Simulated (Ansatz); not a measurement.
A run of Ansatz 0.2.0 is set up as follows.

File input.yaml:

```yaml
crystal:
  lattice:
    - [0.0, 3.205, 3.205]
    - [3.205, 0.0, 3.205]
    - [3.205, 3.205, 0.0]
  atoms:
    - { symbol: Te, position: [0.75, 0.75, 0.75] }
    - { symbol: Cd, position: [0.0, 0.0, 0.0] }
hamiltonian:
  xc: pbe
  pseudopotentials: { kind: paw }
kpoints:
  mp_grid: { grid: [7, 7, 7] }
scf:
  occupations: { method: gaussian, width: 0.025 }
output:
  forces: true
  stress: true
  eigenvalues: true
```

Potentials or basis: Ansatz PAW.

Run with:

```sh
$ ansatz run input.yaml --threads 2 --pin off --max-ram 5632MiB --backend cpu --events-out ev --progress --plain --runs-dir out
```

Problem. What does it give for the band gap on the k mesh?

Solution. 0.87 eV, direct.

Problem. Predict the pressure.

Solution. 4.2 GPa.

Caveat: odd divisions of the mesh miss points on the zone boundary, where band edges often lie, so the gap on the mesh can be too wide; spin-orbit coupling is left out, which moves the levels of the heavy elements.

**Measured values to compare with.**

From a printed reference work, data compilation, for a bulk crystal of CdTe at 0 K: band gap 1.607 eV.

A measured gap of CdTe is 1.607 eV (0 K; a printed reference work, data compilation); the calculated 0.87 eV misses it by -0.73 eV. Spin-orbit coupling on Cd, Te is left out. The value is that of PBE, without temperature or zero-point motion. Semilocal functionals fall short of measured gaps as a rule.
